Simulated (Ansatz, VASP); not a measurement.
## Two plane-wave programs on InAs

```
In As
1.0
     0.00000    3.09338    3.09338
     3.09338    0.00000    3.09338
     3.09338    3.09338    0.00000
In As
1 1
Direct
  0.00000 0.00000 0.00000
  0.75000 0.75000 0.75000
```

Alike in both runs: functional PBE; k mesh 12 × 12 × 12; occupations gaussian, width 0.1 eV; no spin polarisation.

Ansatz relaxed the structure, and its values are those at the end. VASP's run is a single point on that final structure, the one shown.

|  | VASP | Ansatz |
| --- | --- | --- |
| version | VASP 6.6.1 | Ansatz 0.2.0 |
| potentials or method | VASP PAW PBE potentials, release 64 (In_d, As) | scalar-relativistic, plane waves, PAW |
| plane-wave cutoff (eV) | 520 | 420 |
| valence electrons in the cell | 18 | 28 |

```tsv
	VASP	Ansatz	Ansatz less VASP
gap on the k mesh at the Fermi level (eV)	none	none	-
pressure (GPa)	0.0	0.0	-0.05
```

A gap of «none» marks a metal or a gap that the smearing closes. The two sets of potentials don't hold the same shells in valence.

Caveats: this crystal is a semiconductor, whose small gap the functional closes, so the metal is an error of the method.
